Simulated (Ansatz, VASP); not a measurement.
## Ge in VASP and in Ansatz

```
Ge
1.0
     4.52115    0.00000    0.00000
    -2.26058    3.91543    0.00000
     0.00000    0.00000    2.56949
Ge
3
Direct
  0.00000 0.00000 0.00000
  0.33333 0.66667 0.50000
  0.66667 0.33333 0.50000
```

Change from the starting cell: volume scaled by 0.78, LAPW.

Alike in both runs: task single point; functional PBE; k mesh 8 × 8 × 10; occupations fermi-dirac, width 0.08 eV; no spin polarisation.

```csv
,VASP,Ansatz
version,VASP 6.6.1,Ansatz 0.2.0
potentials or method,"VASP PAW PBE potentials, release 64 (Ge_d), cutoff 520 eV","all-electron LAPW, scalar-relativistic"
```

```tsv
	VASP	Ansatz	Ansatz less VASP
pressure (GPa)	27.6	27.6	+0.01
```

Ansatz ran all-electron here, so the differences hold the error of VASP's frozen core and of both bases.

Caveats: so large a pressure means that the cell lies far from this level's equilibrium, or that cutoff or potentials fall short (VASP).
